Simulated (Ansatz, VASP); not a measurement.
# Cross-check of Si54H17O8F (HO:Si(111) with 1 of its OH changed to F) between VASP and Ansatz

One calculation is typed for both programs; each brings its own data sets. How far apart do they land? The cell is taken from a series of runs on this material, whose earlier steps may have relaxed, scaled, displaced or heated it; both programs get it as it stands. Other levels of theory on this material are compared in a session of their own.

Calculated with Ansatz 0.2.0; plane waves, with VASP 6.6.1 beside it; single point at RPBE with D3(BJ).

**1. Starting point**

The cell holds 80 atoms: 54 Si, 17 H, 8 O and 1 F. Its edges and angles: a = 11.604 Å, b = 11.604 Å, c = 26.701 Å, α = 90.0°, β = 90.0°, γ = 120.0°. It derives from Si (HO:Si(111)). As first built, before any earlier steps moved the atoms (in the runner's words): diamond Si(111), 3 x 3 cells, three bilayers, OH on the upper face and H on the lower (lattice constants typed as starting values near PBE's), lower atoms held; 1 top OH groups nearest the cell's middle replaced by F, eased by MACE. Vacuum lies along c.

**2. VASP: single point, RPBE with D3(BJ)**

With cell and atoms fixed, the geometry can't cause a difference; cores, projectors, grids and the points listed under the comparison can.

Lines of VASP's logs that name or quote its potential files are left out, and so is its time.

INCAR reads:

```
SYSTEM = Si54H17O8F
PREC = Accurate
ENCUT = 520
EDIFF = 1E-06
NELM = 120
ISMEAR = -1
SIGMA = 0.025
LREAL = Auto
ALGO = Normal
GGA = RP
IVDW = 12
NBANDS = 200
LORBIT = 11
LWAVE = .FALSE.
LCHARG = .FALSE.
ISIF = 2
LASPH = .TRUE.
GGA_COMPAT = .FALSE.
EFERMI = MIDGAP
NCORE = 2
```

POSCAR reads:

```
Si54H17O8F
1.0
   11.6036200000      0.0000000000      0.0000000000
   -5.8018100000     10.0490300000      0.0000000000
    0.0000000000      0.0000000000     26.7011300000
Si H O F
54 17 8 1
Direct
    0.0000000000      0.0000000000      0.0928800000
    0.2222200000      0.1111100000      0.1224500000
    0.2220000000      0.1114400000      0.2096700000
    0.1112000000      0.2222400000      0.2386600000
    0.1120800000      0.2213800000      0.3269000000
    0.0012700000      0.9975300000      0.3540300000
    0.0000000000      0.3333300000      0.0928800000
    0.2222200000      0.4444400000      0.1224500000
    0.2222600000      0.4441400000      0.2098000000
    0.1109600000      0.5555000000      0.2371500000
    0.1116500000      0.5542500000      0.3245500000
    0.0007200000      0.3327300000      0.3538300000
    0.0000000000      0.6666700000      0.0928800000
    0.2222200000      0.7777800000      0.1224500000
    0.2227800000      0.7781000000      0.2096700000
    0.1110900000      0.8889500000      0.2372600000
    0.1123000000      0.8882300000      0.3247800000
    0.0028900000      0.6662100000      0.3533500000
    0.3333300000      0.0000000000      0.0928800000
    0.5555600000      0.1111100000      0.1224500000
    0.5553000000      0.1106200000      0.2096700000
    0.4444900000      0.2223400000      0.2372500000
    0.4452100000      0.2211500000      0.3247400000
    0.3339800000      0.9995000000      0.3538400000
    0.3333300000      0.3333300000      0.0928800000
    0.5555600000      0.4444400000      0.1224500000
    0.5558500000      0.4449500000      0.2097400000
    0.4445800000      0.5558900000      0.2380500000
    0.4443600000      0.5548000000      0.3259700000
    0.3359900000      0.3322500000      0.3540100000
    0.3333300000      0.6666700000      0.0928800000
    0.5555600000      0.7777800000      0.1224500000
    0.5552700000      0.7781600000      0.2098900000
    0.4443600000      0.8890200000      0.2387900000
    0.4453000000      0.8880800000      0.3269600000
    0.3324300000      0.6644500000      0.3543100000
    0.6666700000      0.0000000000      0.0928800000
    0.8888900000      0.1111100000      0.1224500000
    0.8892600000      0.1111500000      0.2098100000
    0.7778800000      0.2224300000      0.2371900000
    0.7791300000      0.2217400000      0.3246100000
    0.6689100000      0.0009300000      0.3543400000
    0.6666700000      0.3333300000      0.0928800000
    0.8888900000      0.4444400000      0.1224500000
    0.8887400000      0.4446200000      0.2094500000
    0.7779700000      0.5554900000      0.2380500000
    0.7791900000      0.5542800000      0.3259900000
    0.6672100000      0.3305800000      0.3533600000
    0.6666700000      0.6666700000      0.0928800000
    0.8888900000      0.7777800000      0.1224500000
    0.8885000000      0.7776000000      0.2097400000
    0.7775400000      0.8888300000      0.2380800000
    0.7786600000      0.8890900000      0.3260200000
    0.6677100000      0.6657200000      0.3527100000
    0.0000000000      0.0000000000      0.0374500000
    0.9558400000      0.0156400000      0.4355000000
    0.0000000000      0.3333300000      0.0374500000
    0.9626000000      0.3708900000      0.4337700000
    0.0000000000      0.6666700000      0.0374500000
    0.9886300000      0.7179100000      0.4343300000
    0.3333300000      0.0000000000      0.0374500000
    0.2950900000      0.0394000000      0.4334000000
    0.3333300000      0.3333300000      0.0374500000
    0.3178900000      0.3775200000      0.4354900000
    0.3333300000      0.6666700000      0.0374500000
    0.2799800000      0.6851200000      0.4342300000
    0.6666700000      0.0000000000      0.0374500000
    0.6471200000      0.0523900000      0.4343000000
    0.6666700000      0.3333300000      0.0374500000
    0.6158500000      0.3456400000      0.4342700000
    0.6666700000      0.6666700000      0.0374500000
    0.0068700000      0.9842100000      0.4169100000
    0.0054200000      0.3280500000      0.4168500000
    0.0151200000      0.6619500000      0.4163500000
    0.3378800000      0.9958600000      0.4169700000
    0.3493700000      0.3265500000      0.4168800000
    0.3306900000      0.6510000000      0.4170900000
    0.6819900000      0.0023100000      0.4171200000
    0.6713300000      0.3185200000      0.4163600000
    0.6704100000      0.6628500000      0.4142400000
```

KPOINTS reads:

```
Automatic mesh
0
Gamma
1 1 1
0 0 0
```

The projector-augmented-wave data sets are Si, H, O and F (PBE family, release 64).

The run is started by

```console
$ mpirun -np 8 vasp_gam
```

Numbers of over 12 decimals in the logs are rounded to 6 here.

What it wrote:

```text
[banner, memory and clock lines left out]
running    8 mpi-ranks, on    1 nodes
[...]
|                                                                             |
|               ----> ADVICE to this user running VASP <----                  |
|                                                                             |
|     You enforced a specific xc type in the INCAR file but a different       |
|     [... a line on the potential file left out ...]
|     I HOPE YOU KNOW WHAT YOU ARE DOING!                                     |
|                                                                             |

 LDA part: xc-table for (Slater+PW92), standard interpolation
 POSCAR, INCAR and KPOINTS ok, starting setup
[...]
entering main loop
       N       E                     dE             d eps       ncg     rms          rms(c)
DAV:   1     0.198232347586E+04    0.19823E+04   -0.11481E+05   400   0.115E+03
DAV:   2    -0.114565447837E+03   -0.20969E+04   -0.19898E+04   496   0.233E+02
DAV:   3    -0.404018102712E+03   -0.28945E+03   -0.28518E+03   536   0.847E+01
DAV:   4    -0.415365627891E+03   -0.11348E+02   -0.11285E+02   480   0.188E+01
[...]
DAV:  32    -0.394864632665E+03   -0.30372E-05   -0.11680E-07   328   0.821E-04    0.460E-04
DAV:  33    -0.394864634187E+03   -0.15215E-05   -0.71904E-08   304   0.547E-04    0.209E-04
DAV:  34    -0.394864635095E+03   -0.90754E-06   -0.12211E-08   328   0.246E-04
   1 F= -.45467320E+03 E0= -.45467320E+03  d E =-.939343E-09
```

Parts of OUTCAR (step 2):

```text
  FREE ENERGIE OF THE ION-ELECTRON SYSTEM (eV)
  ---------------------------------------------------
  free  energy   TOTEN  =      -454.6732026580 eV

  energy  without entropy=     -454.6732026571  energy(sigma->0) =     -454.67320266

[... 1 further part left out ...]
```

(Continued in part 2 of 2.)

[Lines on the potential files, build, host, timing and source positions are cut from VASP's logs without a mark.]

[Logs are printed without paths, hosts, clocks, repeated set-up lines and the standing remarks that a program may print on its own settings, such as how far it seeks lower states.]

[Hosts, paths, dates, database ids (printed as entryN), source tags and the programs' standing remarks are cut or masked in the printed files.]
